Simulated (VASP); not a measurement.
Wanted: the native input for a VASP 6.6.1 run.

- Task: relaxation of cell and atoms
- Functional: PBE
- Dispersion: D3(BJ)
- Potentials or basis: VASP PAW PBE potentials, release 64 (Se, Mo_sv)
- Cutoff: 600 eV
- k mesh: 12 × 12 × 1
- Occupations: gaussian, width 0.03 eV
- Spin: no spin polarisation
- Further INCAR settings: ALGO = Normal; EDIFF = 1e-07; IBRION = 2; EDIFFG = -0.005; NSW = 90; ISIF = 3

The structure of MoSe2 lies in POSCAR:

```
MoSe2                                   
1.0
    3.2791117233     -0.0000000000      0.0000000000
   -1.6395558616      2.8397940566      0.0000000000
    0.0000000000      0.0000000000     34.1250000000
  Se              Mo            
     6     3
Direct
     0.3333333300000021    0.6666666699999979    0.2632741175654449
     0.3333333300000021    0.6666666699999979    0.3615856026451977
     0.6666666699999979    0.3333333300000021    0.4508823096922939
     0.6666666699999979    0.3333333300000021    0.5491176903077060
     0.3333333300000021    0.6666666699999979    0.6384143973548022
     0.3333333300000021    0.6666666699999979    0.7367258824345549
     0.6666666699999979    0.3333333300000021    0.3124328382257563
     0.3333333300000021    0.6666666699999979    0.5000000000000000
     0.6666666699999979    0.3333333300000021    0.6875671617742437
```

These files were run (other wordings do the same):

INCAR

```
SYSTEM = MoSe2
PREC = Accurate
ENCUT = 600
EDIFF = 1E-7
ISMEAR = 0
SIGMA = 0.03
LREAL = .FALSE.
LASPH = .TRUE.
NELM = 80
ALGO = Normal
ISIF = 3
LWAVE = .FALSE.
LCHARG = .FALSE.
GGA = PE
IVDW = 12
IBRION = 2
NSW = 90
EDIFFG = -0.005
LATTICE_CONSTRAINTS = .TRUE. .TRUE. .FALSE.
KPAR = 4
```

KPOINTS

```
regular mesh
0
G
  12 12 1
  0 0 0
```

Potentials or basis: VASP PAW PBE potentials, release 64 (Se, Mo_sv).

Launch:

```console
$ cat potpaw_PBE.64/Se/POTCAR potpaw_PBE.64/Mo_sv/POTCAR > POTCAR
$ mpirun -np 4 vasp_std > vasp.out
```

It gave:

```
Largest force after relaxing : 0.005 eV/Å
Band gap on the k mesh       : 0.97 eV, indirect (least direct gap 1.49 eV)
Dispersion energy per atom   : -0.432 eV
```

Caveat: the relaxation stopped at its first step, so nothing moved.

It took 2.2 min on 4 MPI ranks on AMD EPYC 9R45 96-Core Processor (Zen 5), with other jobs on the host, peak memory 0.68 GiB a rank.
